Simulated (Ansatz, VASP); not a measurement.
Two plane-wave programs on GaN

```xyz
2
Lattice="0.0000 2.3254 2.3254 2.2742 0.0512 2.2742 2.2742 2.2742 0.0512" Properties=species:S:1:pos:R:3 pbc="T T T"
Ga    0.0000    0.0000    0.0000
N     3.4114    3.4881    3.4881
```

Change from the starting cell: strain +0.0450 x Voigt [0, 0, 0, 1, 0, 0], atoms carried along.

Alike in both runs: task single point; functional PBE; k mesh 10 × 10 × 10; occupations gaussian, width 0.05 eV; no spin polarisation.

|  | VASP | Ansatz |
| --- | --- | --- |
| version | VASP 6.6.1 | Ansatz 0.2.0 |
| potentials or method | VASP PAW PBE potentials, release 64 (Ga_d, N) | scalar-relativistic, plane waves, PAW |
| plane-wave cutoff (eV) | 520 | 420 |
| valence electrons in the cell | 18 | 18 |

Ansatz gave:

```
gap on the k mesh at the Fermi level (eV)       : 1.42
least direct gap on the mesh (eV)               : 1.42
pressure (GPa)                                  : 0.5
largest component of the traceless stress (GPa) : 7.94
rms of the force components (eV/Å)              : 0.189
```

Q: Which values does VASP return?

A: gap on the k mesh at the Fermi level (eV): 1.43; least direct gap on the mesh (eV): 1.43; pressure (GPa): 0.6; largest component of the traceless stress (GPa): 7.92; rms of the force components (eV/Å): 0.185.

Atom by atom the forces differ by 0.004 eV/Å (rms over components). With one functional, cell and mesh, what is left measures potentials, basis and numerics.
